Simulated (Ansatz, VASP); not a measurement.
**GaAs (GaAs (F-43m)): VASP beside Ansatz**

Aim: how closely do two programs agree when they are given the same cell, functional and k mesh? The cell is taken from a series of runs on this material, whose earlier steps may have relaxed, scaled, displaced or heated it; both programs get it as it stands.

Program: Ansatz 0.2.0. Level of theory: plane waves, with VASP 6.6.1 beside it; relaxation of cell and atoms at PBEsol. Results are calculated unless marked as measured.

### 1. The starting structure

The structure is cubic, space group F-43m (No. 216). Conventional cell: a = 5.660 Å, b = 5.660 Å, c = 5.660 Å, α = 90.00°, β = 90.00°, γ = 90.00°. Ga has 4 As at 2.45 Å nearest. As has 4 Ga at 2.45 Å nearest. Farther neighbours are not listed.

Structure file:

```cif
data_structure
_symmetry_space_group_name_H-M 'F-43m'
_symmetry_Int_Tables_number 216
_cell_length_a 5.6600
_cell_length_b 5.6600
_cell_length_c 5.6600
_cell_angle_alpha 90.000
_cell_angle_beta 90.000
_cell_angle_gamma 90.000
_cell_volume 181.32
loop_
_atom_site_label
_atom_site_type_symbol
_atom_site_symmetry_multiplicity
_atom_site_Wyckoff_symbol
_atom_site_fract_x
_atom_site_fract_y
_atom_site_fract_z
_atom_site_occupancy
Ga1 Ga 4 a 0.00000 0.00000 0.00000 1
As1 As 4 d 0.25000 0.25000 0.75000 1
```

### 2. VASP: relaxation of cell and atoms, PBEsol

The relaxed volume is the usual yardstick between codes: in a stiff, nearly cubic crystal its relative difference is about their pressure difference at one cell divided by the bulk modulus.

Lines of VASP's logs that name or quote its potential files are left out, and so is its time.

File INCAR:

```
SYSTEM = GaAs
PREC = Accurate
ENCUT = 500
EDIFF = 1E-07
NELM = 120
ISMEAR = 0
SIGMA = 0.01
LREAL = .FALSE.
ALGO = Normal
GGA = PS
NBANDS = 15
LORBIT = 11
LWAVE = .FALSE.
LCHARG = .FALSE.
ISIF = 3
IBRION = 2
NSW = 80
EDIFFG = -0.005
LASPH = .TRUE.
GGA_COMPAT = .FALSE.
NELMIN = 4
EFERMI = MIDGAP
```

File POSCAR:

```
GaAs
1.0
    0.0000000000      2.8300000000      2.8300000000
    2.8300000000      0.0000000000      2.8300000000
    2.8300000000      2.8300000000      0.0000000000
Ga As
1 1
Direct
    0.0000000000      0.0000000000      0.0000000000
    0.2500000000      0.2500000000      0.2500000000
```

File KPOINTS:

```
Automatic mesh
0
Gamma
9 9 9
0 0 0
```

Potentials, in the order of the species: Ga_d and As (PBE family, release 64).

On the command line:

```sh
$ mpirun -np 1 vasp_std
```

Numbers of over 12 decimals in the logs are rounded to 6 here.

The program printed:

```text
[banner, memory and clock lines left out]
running    1 mpi-ranks, on    1 nodes
 distrk:  each k-point on    1 cores,    1 groups
 distr:  one band on    1 cores,    1 groups

 POSCAR found type information on POSCAR GaAs
 POSCAR found :  2 types and       2 ions
|                                                                             |
|               ----> ADVICE to this user running VASP <----                  |
|                                                                             |
|     You enforced a specific xc type in the INCAR file but a different       |
|     [... a line on the potential file left out ...]
|     I HOPE YOU KNOW WHAT YOU ARE DOING!                                     |
|                                                                             |

 LDA part: xc-table for (Slater+PW92), standard interpolation
 POSCAR, INCAR and KPOINTS ok, starting setup
 FFT: planning ... GRIDC
 FFT: planning ... GRID_SOFT
 FFT: planning ... GRID
 WAVECAR not read
 entering main loop
       N       E                     dE             d eps       ncg     rms          rms(c)
DAV:   1     0.797238740711E+02    0.79724E+02   -0.88250E+03  1066   0.163E+03
DAV:   2    -0.311075119911E+01   -0.82835E+02   -0.79681E+02  1141   0.310E+02
DAV:   3    -0.919446020172E+01   -0.60837E+01   -0.60596E+01  1302   0.673E+01
DAV:   4    -0.928731575120E+01   -0.92856E-01   -0.92841E-01  1218   0.937E+00
DAV:   5    -0.928883869697E+01   -0.15229E-02   -0.15229E-02  1351   0.108E+00    0.293E+00
DAV:   6    -0.912325921547E+01    0.16558E+00   -0.23798E-01  1609   0.977E+00    0.172E+00
DAV:   7    -0.909173988718E+01    0.31519E-01   -0.60838E-02  1571   0.215E+00    0.535E-01
DAV:   8    -0.908993983892E+01    0.18000E-02   -0.93265E-03  1309   0.116E+00    0.102E-01
DAV:   9    -0.909010464224E+01   -0.16480E-03   -0.70868E-04  1316   0.347E-01    0.429E-02
DAV:  10    -0.909013452426E+01   -0.29882E-04   -0.52513E-05  1577   0.728E-02    0.230E-02
DAV:  11    -0.909015510260E+01   -0.20578E-04   -0.24620E-05  1155   0.520E-02    0.237E-03
DAV:  12    -0.909015514037E+01   -0.37773E-07   -0.83717E-07  1366   0.145E-02
   1 F= -.90901551E+01 E0= -.90901551E+01  d E =-.909016E+01
 curvature:   0.00 expect dE= 0.000E+00 dE for cont linesearch  0.000E+00
 trial: gam= 0.00000 g(F)=  0.827E-46 g(S)=  0.554E-04 ort = 0.000E+00 (trialstep = 0.100E+01)
 search vector abs. value=  0.554E-04
 bond charge predicted
       N       E                     dE             d eps       ncg     rms          rms(c)
DAV:   1    -0.909079587518E+01   -0.64077E-03   -0.76460E-03  1323   0.163E+00    0.143E-01
DAV:   2    -0.909031247551E+01    0.48340E-03   -0.79684E-04  1295   0.622E-01    0.653E-02
DAV:   3    -0.909019034053E+01    0.12213E-03   -0.12978E-04  1344   0.217E-01    0.144E-02
DAV:   4    -0.909017878877E+01    0.11552E-04   -0.13087E-05  1202   0.483E-02    0.498E-03
DAV:   5    -0.909017692749E+01    0.18613E-05   -0.99338E-07  1388   0.134E-02    0.105E-03
DAV:   6    -0.909017690191E+01    0.25582E-07   -0.53644E-08   672   0.315E-03
   2 F= -.90901769E+01 E0= -.90901769E+01  d E =-.217615E-04
 trial-energy change:   -0.000022  1 .order   -0.000015   -0.000055    0.000025
 step:   0.7753(harm=  0.6914)  dis= 0.00000  next Energy=    -9.090180 (dE=-0.245E-04)
 bond charge predicted
       N       E                     dE             d eps       ncg     rms          rms(c)
DAV:   1    -0.909020981607E+01   -0.32889E-04   -0.38313E-04  1330   0.363E-01    0.322E-02
DAV:   2    -0.909018538552E+01    0.24431E-04   -0.40286E-05  1288   0.141E-01    0.147E-02
DAV:   3    -0.909017946863E+01    0.59169E-05   -0.65058E-06  1344   0.485E-02    0.326E-03
DAV:   4    -0.909017899733E+01    0.47130E-06   -0.64208E-07  1162   0.107E-02    0.113E-03
DAV:   5    -0.909017895194E+01    0.45387E-07   -0.46726E-08   630   0.305E-03
   3 F= -.90901790E+01 E0= -.90901790E+01  d E =-.238116E-04
 curvature:  -0.32 expect dE=-0.290E-06 dE for cont linesearch -0.290E-06
 trial: gam=-0.11147 g(F)=  0.247E-46 g(S)=  0.905E-06 ort = 0.708E-05 (trialstep = 0.955E+00)
 search vector abs. value=  0.149E-07
 reached required accuracy - stopping structural energy minimisation
```

From OUTCAR (step 2):

```text
ion  position               nearest neighbor table
   1  0.000  0.000  0.000-   2 2.45   2 2.45   2 2.45   2 2.45
   2  0.250  0.250  0.250-   1 2.45   1 2.45   1 2.45   1 2.45

  LATTYP: Found a face centered cubic cell.
 ALAT       =     5.6600000000

 Subroutine GETGRP returns: Found 24 space group operations
 (whereof 24 operations were pure point group operations)

The static configuration has the point symmetry T_d .

 Found     35 irreducible k-points:

   k-points           NKPTS =     35   k-points in BZ     NKDIM =     35   number of bands    NBANDS=     15

   dimension x,y,z NGX =    30 NGY =   30 NGZ =   30
   dimension x,y,z NGXF=    60 NGYF=   60 NGZF=   60

   ENCUT  =  500.0 eV  36.75 Ry    6.06 a.u.   7.30  7.30  7.30*2*pi/ulx,y,z

   NELECT =      18.0000    total number of electrons

 k-points in reciprocal lattice and weights: Automatic mesh
   0.00000000  0.00000000  0.00000000       0.001
   0.11111111  0.00000000  0.00000000       0.011
   0.22222222  0.00000000  0.00000000       0.011
   0.33333333  0.00000000  0.00000000       0.011
   0.44444444  0.00000000  0.00000000       0.011
   0.11111111  0.11111111  0.00000000       0.008
   0.22222222  0.11111111  0.00000000       0.033
   0.33333333  0.11111111  0.00000000       0.033
   0.44444444  0.11111111  0.00000000       0.033
[...]
-0.33333333  0.44444444  0.11111111       0.033
  -0.33333333  0.44444444  0.22222222       0.033

 average (electrostatic) potential at core
       1 -66.2664       2 -50.2551

 E-fermi :   3.9685

 k-point     1 :       0.0000    0.0000    0.0000
  band No.  band energies     occupation
    ...
      5     -10.9283      2.00000
      6      -8.9583      2.00000
      7       3.7588      2.00000
      8       3.7588      2.00000
      9       3.7588      2.00000
     10       4.1782      0.00000
     11       7.4478      0.00000
     12       7.4478      0.00000
     13       7.4478      0.00000
     14      11.1338      0.00000
    ...

 k-point     2 :       0.1111    0.0000    0.0000
  band No.  band energies     occupation
    ...
      5     -10.9285      2.00000
      6      -8.8138      2.00000
      7       2.0186      2.00000
      8       3.5663      2.00000
      9       3.5663      2.00000
     10       5.2270      0.00000
     11       7.7319      0.00000
     12       7.7319      0.00000
     13       7.7626      0.00000
     14      11.9264      0.00000
    ...

 k-point     3 :       0.2222    0.0000    0.0000
  band No.  band energies     occupation
    ...
      5     -10.9283      2.00000
      6      -8.4032      2.00000
      7       0.0589      2.00000
      8       3.1766      2.00000
      9       3.1766      2.00000
     10       5.2105      0.00000
     11       8.2267      0.00000
     12       8.2267      0.00000
     13       9.1697      0.00000
     14      12.6236      0.00000
    ...

  Total        0.0035359      0.0035359      0.0035359      0.0000000      0.0000000     -0.0000000
  in kB        0.1247808      0.1247808      0.1247808      0.0000000      0.0000000     -0.0000000
  external PRESSURE =       0.1247808 kB  Pullay stress =       0.0000000 kB

  energy-cutoff  :      500.00
  volume of cell :       45.40
      direct lattice vectors                 reciprocal lattice vectors
     0.000000000  2.831464165  2.831464165    -0.176587084  0.176587084  0.176587084
     2.831464165  0.000000000  2.831464165     0.176587084 -0.176587084  0.176587084
     2.831464165  2.831464165 -0.000000000     0.176587084  0.176587084 -0.176587084

 POSITION                                       TOTAL-FORCE (eV/Angst)
 -----------------------------------------------------------------------------------
      0.00000      0.00000      0.00000        -0.000000     -0.000000     -0.000000
      1.41573      1.41573      1.41573         0.000000      0.000000      0.000000
 -----------------------------------------------------------------------------------
    total drift:                               -0.000000     -0.000000      0.000000

  FREE ENERGIE OF THE ION-ELECTRON SYSTEM (eV)
  ---------------------------------------------------
  free  energy   TOTEN  =        -9.0901789519 eV

  energy  without entropy=       -9.0901789519  energy(sigma->0) =       -9.09017895

 reached required accuracy - stopping structural energy minimisation

 total charge
# of ion       s       p       d       tot
------------------------------------------
    1        0.883   0.798   9.993  11.675
    2        1.212   1.586   0.031   2.830
--------------------------------------------------
tot          2.096   2.384  10.024  14.505

[... 3 further parts left out ...]
```

CONTCAR:

```
GaAs
   1.00000000000000
     0.0000000000000000    2.8314641649596499    2.8314641649596499
     2.8314641649596499    0.0000000000000000    2.8314641649596499
     2.8314641649596499    2.8314641649596499   -0.0000000000000000
  Ga              As
     1     1
Direct
     0.0000000000000000    0.0000000000000000    0.0000000000000000
     0.2500000000000000    0.2500000000000000    0.2500000000000000
```

The run keeps the 24 symmetry operations of its start, so it cannot find a distortion of lower symmetry.

[end of part 1 of 2]

[Lines on the potential files, build, host, timing and source positions are cut from VASP's logs without a mark.]

[Logs are printed without paths, hosts, clocks, repeated set-up lines and the standing remarks that a program may print on its own settings, such as how far it seeks lower states.]

[Hosts, paths, dates, database ids (printed as entryN), source tags and the programs' standing remarks are cut or masked in the printed files.]
